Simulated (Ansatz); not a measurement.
# HfO2 (P2_1/c) in Ansatz: further runs, part 2 of 2

Ansatz 0.2.0. The steps go on from the part before.

### 3 Single point, rPW86-PBE+rVV10, 11.07 Å³/atom (volume scaled by 0.96)

Contents of input.yaml:

```yaml
crystal:
  lattice:
    - [5.0488293586, 0.0, 0.0]
    - [0.0, 5.1156143815, 0.0]
    - [-0.8470580823, 0.0, 5.1434008384]
  atoms:
    - { symbol: Hf, position: [0.2755, 0.4603, 0.708] }
    - { symbol: Hf, position: [0.7245, 0.9603, 0.792] }
    - { symbol: Hf, position: [0.7245, 0.5397, 0.292] }
    - { symbol: Hf, position: [0.2755, 0.0397, 0.208] }
    - { symbol: O, position: [0.0742, 0.1684, 0.8467] }
    - { symbol: O, position: [0.9258, 0.6684, 0.6533] }
    - { symbol: O, position: [0.9258, 0.8316, 0.1533] }
    - { symbol: O, position: [0.0742, 0.3316, 0.3467] }
    - { symbol: O, position: [0.4487, 0.7419, 0.9801] }
    - { symbol: O, position: [0.5513, 0.2419, 0.5199] }
    - { symbol: O, position: [0.5513, 0.2581, 0.0199] }
    - { symbol: O, position: [0.4487, 0.7581, 0.4801] }
hamiltonian:
  xc: { exchange: rpw86, correlation: pbe }
  pseudopotentials: { kind: paw }
  dispersion: rvv10
kpoints:
  mp_grid: { grid: [5, 5, 5] }
scf:
  occupations: { method: fermi_dirac, width: 0.05 }
output:
  forces: true
  stress: true
  eigenvalues: true
```

Potentials or basis: Ansatz PAW.

Started as:

```bash
ansatz run input.yaml --threads 2 --pin off --max-ram 5120MiB --backend cpu --events-out ev --progress --plain --runs-dir out
```

It took 20 s on 2 threads of Arm Neoverse V2, shared host; peak memory 0.72 GiB.

The run converged. Its results:

* Free energy: -67744.7101 eV
* Pressure: 21.0 GPa
* Largest force: 0.692 eV/Å
* Band gap on the k mesh: 4.32 eV, indirect (least direct gap 4.36 eV)

Caveat: odd divisions of the mesh miss points on the zone boundary, where band edges often lie, so the gap on the mesh can be too wide; the pressure holds a Pulay correction of +0.9 GPa for the finite cutoff; spin-orbit coupling is left out, which moves the levels of the heavy elements; the PAW data sets come from PBE, with cores solved anew for the run's functional, which leaves a small shift of forces and pressure.

### 4 Single point, rPW86-PBE+rVV10, 11.30 Å³/atom (volume scaled by 0.98)

Changes to input.yaml since step 3:

```diff
@@ -2,5 +2,5 @@
   lattice:
-    - [5.0488293586, 0.0, 0.0]
-    - [0.0, 5.1156143815, 0.0]
-    - [-0.8470580823, 0.0, 5.1434008384]
+    - [5.0836499717, 0.0, 0.0]
+    - [0.0, 5.1508955956, 0.0]
+    - [-0.8529000468, 0.0, 5.1788736893]
   atoms:
@@ -30 +30,5 @@
   eigenvalues: true
+  write_density: true
+  write_potential: true
+  elf: true
+  volumetric_format: npy
```

Started as:

```bash
ansatz run input.yaml --threads 2 --pin off --max-ram 5120MiB --backend cpu --events-out ev --progress --plain --runs-dir out
```

It took 26 s on 2 threads of Arm Neoverse V2, shared host; peak memory 0.72 GiB.

The run converged. Its results:

```yaml
Free_energy: -67745.0187 eV
Pressure: 14.7 GPa
Largest_force: 0.614 eV/Å
Band_gap_on_the_k_mesh: 4.24 eV, indirect (least direct gap 4.29 eV)
```

Caveat: odd divisions of the mesh miss points on the zone boundary, where band edges often lie, so the gap on the mesh can be too wide; the pressure holds a Pulay correction of +0.8 GPa for the finite cutoff; spin-orbit coupling is left out, which moves the levels of the heavy elements; the PAW data sets come from PBE, with cores solved anew for the run's functional, which leaves a small shift of forces and pressure.

### 5 Single point, rPW86-PBE+rVV10, 11.53 Å³/atom

Changes to input.yaml since step 4:

```diff
@@ -2,5 +2,5 @@
   lattice:
-    - [5.0836499717, 0.0, 0.0]
-    - [0.0, 5.1508955956, 0.0]
-    - [-0.8529000468, 0.0, 5.1788736893]
+    - [5.118, 0.0, 0.0]
+    - [0.0, 5.1857, 0.0]
+    - [-0.8586630598, 0.0, 5.2138671406]
   atoms:
```

Started as:

```bash
ansatz run input.yaml --threads 2 --pin off --max-ram 5120MiB --backend cpu --events-out ev --progress --plain --runs-dir out
```

It took 28 s on 2 threads of Arm Neoverse V2, shared host; peak memory 0.73 GiB.

The run converged. Its results:

* Free energy: -67745.2234 eV
* Pressure: 9.1 GPa
* Largest force: 0.542 eV/Å
* Band gap on the k mesh: 4.17 eV, indirect (least direct gap 4.23 eV)

Caveat: odd divisions of the mesh miss points on the zone boundary, where band edges often lie, so the gap on the mesh can be too wide; the pressure holds a Pulay correction of +0.8 GPa for the finite cutoff; spin-orbit coupling is left out, which moves the levels of the heavy elements; the PAW data sets come from PBE, with cores solved anew for the run's functional, which leaves a small shift of forces and pressure.

### 6 Single point, rPW86-PBE+rVV10, 11.76 Å³/atom (volume scaled by 1.02)

Changes to input.yaml since step 5:

```diff
@@ -2,5 +2,5 @@
   lattice:
-    - [5.118, 0.0, 0.0]
-    - [0.0, 5.1857, 0.0]
-    - [-0.8586630598, 0.0, 5.2138671406]
+    - [5.1518950275, 0.0, 0.0]
+    - [0.0, 5.220043385, 0.0]
+    - [-0.8643497359, 0.0, 5.2483970684]
   atoms:
@@ -30,5 +30 @@
   eigenvalues: true
-  write_density: true
-  write_potential: true
-  elf: true
-  volumetric_format: npy
```

Potentials or basis: Ansatz PAW.

Started as:

```bash
ansatz run input.yaml --threads 2 --pin off --max-ram 5120MiB --backend cpu --events-out ev --progress --plain --runs-dir out
```

Run time: 21 s. Hardware: 2 threads of Arm Neoverse V2, shared host; peak memory 0.74 GiB.

Results (log left out):

```
Free energy            : -67745.3349 eV
Pressure               : 3.9 GPa
Largest force          : 0.479 eV/Å
Band gap on the k mesh : 4.10 eV, indirect (least direct gap 4.16 eV)
```

Caveat: odd divisions of the mesh miss points on the zone boundary, where band edges often lie, so the gap on the mesh can be too wide; the pressure holds a Pulay correction of +0.8 GPa for the finite cutoff; spin-orbit coupling is left out, which moves the levels of the heavy elements; the PAW data sets come from PBE, with cores solved anew for the run's functional, which leaves a small shift of forces and pressure.

### 7 Single point, rPW86-PBE+rVV10, 11.99 Å³/atom (volume scaled by 1.04)

Changes to input.yaml since step 6:

```diff
@@ -2,5 +2,5 @@
   lattice:
-    - [5.1518950275, 0.0, 0.0]
-    - [0.0, 5.220043385, 0.0]
-    - [-0.8643497359, 0.0, 5.2483970684]
+    - [5.1853498288, 0.0, 0.0]
+    - [0.0, 5.2539407204, 0.0]
+    - [-0.8699625537, 0.0, 5.2824785238]
   atoms:
```

Started as:

```bash
ansatz run input.yaml --threads 2 --pin off --max-ram 5120MiB --backend cpu --events-out ev --progress --plain --runs-dir out
```

It took 21 s on 2 threads of Arm Neoverse V2, shared host; peak memory 0.75 GiB.

It converged, with:

| Item | Value |
| --- | --- |
| Free energy | -67745.3621 eV |
| Pressure | -0.7 GPa |
| Largest force | 0.423 eV/Å |
| Band gap on the k mesh | 4.03 eV, indirect (least direct gap 4.09 eV) |

Caveat: odd divisions of the mesh miss points on the zone boundary, where band edges often lie, so the gap on the mesh can be too wide; the pressure holds a Pulay correction of +0.8 GPa for the finite cutoff; spin-orbit coupling is left out, which moves the levels of the heavy elements; the PAW data sets come from PBE, with cores solved anew for the run's functional, which leaves a small shift of forces and pressure.

### 8 Single point, rPW86-PBE+rVV10, 12.22 Å³/atom (volume scaled by 1.06)

Changes to input.yaml since step 7:

```diff
@@ -2,5 +2,5 @@
   lattice:
-    - [5.1853498288, 0.0, 0.0]
-    - [0.0, 5.2539407204, 0.0]
-    - [-0.8699625537, 0.0, 5.2824785238]
+    - [5.2183784252, 0.0, 0.0]
+    - [0.0, 5.2874062132, 0.0]
+    - [-0.8755038659, 0.0, 5.316125791]
   atoms:
```

Started as:

```bash
ansatz run input.yaml --threads 2 --pin off --max-ram 5120MiB --backend cpu --events-out ev --progress --plain --runs-dir out
```

Run time: 22 s. Hardware: 2 threads of Arm Neoverse V2, shared host; peak memory 0.75 GiB.

Results (log left out):

| Item | Value |
| --- | --- |
| Free energy | -67745.3127 eV |
| Pressure | -4.9 GPa |
| Largest force | 0.376 eV/Å |
| Band gap on the k mesh | 3.96 eV, indirect (least direct gap 4.03 eV) |

Caveat: odd divisions of the mesh miss points on the zone boundary, where band edges often lie, so the gap on the mesh can be too wide; the pressure holds a Pulay correction of +0.8 GPa for the finite cutoff; spin-orbit coupling is left out, which moves the levels of the heavy elements; the PAW data sets come from PBE, with cores solved anew for the run's functional, which leaves a small shift of forces and pressure.

### 9 Equation of state, rPW86-PBE+rVV10

Potentials or basis: Ansatz PAW.

This step only gathers the single runs of the series.

What came out:

```
Equilibrium volume                        : 11.96 Å³/atom
Bulk modulus at fixed shape and positions : 233 GPa
Pressure derivative of the bulk modulus   : 4.1
```

Energy against volume, from the lowest point:
| volume (Å³/atom) | energy (meV/atom) |
| --- | --- |
| 10.840 | 89.50 |
| 11.070 | 54.34 |
| 11.301 | 28.62 |
| 11.532 | 11.56 |
| 11.762 | 2.27 |
| 11.993 | 0.00 |
| 12.223 | 4.12 |

Caveat: the potentials were made for another functional, which shifts forces and pressure; the cell was scaled at fixed shape and fractional positions, which overstates the stiffness of a crystal with free parameters, most of all of layers and chains. The run has no spin-orbit coupling, so splittings on Hf are missing.

### 10 Band structure, PBE

Changes to input.yaml since step 8:

```diff
@@ -2,5 +2,5 @@
   lattice:
-    - [5.2183784252, 0.0, 0.0]
-    - [0.0, 5.2874062132, 0.0]
-    - [-0.8755038659, 0.0, 5.316125791]
+    - [5.118, 0.0, 0.0]
+    - [0.0, 5.1857, 0.0]
+    - [-0.8586630598, 0.0, 5.2138671406]
   atoms:
@@ -19,9 +19,15 @@
 hamiltonian:
-  xc: { exchange: rpw86, correlation: pbe }
-  pseudopotentials: { kind: paw }
-  dispersion: rvv10
+  xc: pbe
+  pseudopotentials: { kind: nc, accuracy: standard }
 kpoints:
   mp_grid: { grid: [5, 5, 5] }
+  band_path:
+    path:
+      - [[0.0, 0.0, 0.0], [0.0, 0.0, 0.5], [-0.4327310173, 0.0, 0.5726006525], [-0.5, 0.0, 0.5], [-0.5, 0.5, 0.5], [-0.5672689827, 0.5, 0.4273993475], [-0.5, 0.5, 0.0], [-0.5, 0.0, 0.0], [-0.5672689827, 0.0, 0.4273993475]]
+      - [[-0.4327310173, 0.5, 0.5726006525], [0.0, 0.5, 0.5], [0.0, 0.5, 0.0]]
+      - [[0.0, 0.0, 0.5], [0.0, 0.5, 0.5]]
+    npoints: 10
 scf:
   occupations: { method: fermi_dirac, width: 0.05 }
+  n_extra_bands: 30
 output:
@@ -30 +36,2 @@
   eigenvalues: true
+  fatbands: true
```

Potentials or basis: PseudoDojo standard (PBE files).

Started as:

```bash
ansatz run input.yaml --threads 2 --pin off --max-ram 5120MiB --backend cpu --events-out ev --progress --plain --runs-dir out
```

Wall time 4.2 min (2 threads of Arm Neoverse V2, shared host); peak memory 2.5 GiB.

It converged, with:

```
Free energy             : -9765.0606 eV
Pressure                : 3.5 GPa
Largest force           : 0.451 eV/Å
Band gap on the k mesh  : 4.21 eV, indirect (least direct gap 4.28 eV)
Band gap along the path : 4.16 eV, indirect (least direct gap 4.23 eV)
```

Forces on the atoms (eV/Å):
```
Hf   0.109 -0.022  0.053
Hf  -0.109 -0.022 -0.053
Hf  -0.109  0.022 -0.053
Hf   0.109  0.022  0.053
O   -0.395 -0.173 -0.132
O    0.395 -0.173  0.132
O    0.395  0.173  0.132
O   -0.395  0.173 -0.132
O   -0.120  0.025 -0.090
O    0.120  0.025  0.090
O    0.120 -0.025  0.090
O   -0.120 -0.025 -0.090
```

Stress tensor (GPa, compression positive):
```
3.43 0.00 0.37
0.00 2.78 0.00
0.37 0.00 4.21
```

Levels at the corners of the path, in eV from the valence-band top:
| point | band 44 | band 45 | band 46 | band 47 | band 48 | band 49 | band 50 | band 51 | band 52 | band 53 |
| --- | --- | --- | --- | --- | --- | --- | --- | --- | --- | --- |
| Γ | -0.98 | -0.53 | -0.52 | -0.17 | 0.00 | 4.60 | 5.16 | 5.33 | 5.55 | 5.73 |
| Y | -1.00 | -0.82 | -0.82 | -0.48 | -0.48 | 4.84 | 4.84 | 5.29 | 5.29 | 6.20 |
| H | -1.08 | -1.06 | -0.74 | -0.65 | -0.35 | 4.39 | 4.60 | 5.50 | 5.62 | 5.71 |
| C | -1.27 | -0.96 | -0.96 | -0.50 | -0.50 | 4.48 | 4.48 | 5.60 | 5.60 | 5.79 |
| E | -1.19 | -1.03 | -1.03 | -0.74 | -0.74 | 4.65 | 4.65 | 5.35 | 5.35 | 5.74 |
| M1 | -1.25 | -1.02 | -1.02 | -0.70 | -0.70 | 4.67 | 4.67 | 5.38 | 5.38 | 5.71 |
| A | -1.36 | -0.89 | -0.89 | -0.58 | -0.58 | 4.87 | 4.87 | 5.34 | 5.34 | 6.09 |
| X | -0.85 | -0.69 | -0.56 | -0.49 | -0.09 | 4.16 | 5.21 | 5.29 | 5.33 | 5.89 |
| H1 | -1.08 | -1.06 | -0.74 | -0.65 | -0.35 | 4.39 | 4.60 | 5.50 | 5.62 | 5.71 |
| M | -1.25 | -1.02 | -1.02 | -0.70 | -0.70 | 4.67 | 4.67 | 5.38 | 5.38 | 5.71 |
| D | -0.94 | -0.90 | -0.90 | -0.62 | -0.62 | 5.03 | 5.03 | 5.19 | 5.19 | 5.97 |
| Z | -1.07 | -0.79 | -0.79 | -0.43 | -0.43 | 5.14 | 5.14 | 5.64 | 5.64 | 5.98 |
| Y | -1.00 | -0.82 | -0.82 | -0.48 | -0.48 | 4.84 | 4.84 | 5.29 | 5.29 | 6.20 |
| D | -0.94 | -0.90 | -0.90 | -0.62 | -0.62 | 5.03 | 5.03 | 5.19 | 5.19 | 5.97 |

Caveat: the k mesh misses the band edges, so the gap on the mesh is wider than the one along the path; spin-orbit coupling is left out, which moves the levels of the heavy elements.

### 11 How close it comes

Step 10. A measured gap of HfO2 is 5.54 eV (indirect; quoted in “Temperature dependence of self-trapped exciton luminescence in nanostructured hafnia powder”, 2021, arxiv:2112.02602); the calculated 4.16 eV misses it by -1.38 eV. Spin-orbit coupling on Hf is left out. The value is that of PBE, without temperature or zero-point motion. Semilocal functionals fall short of measured gaps as a rule.
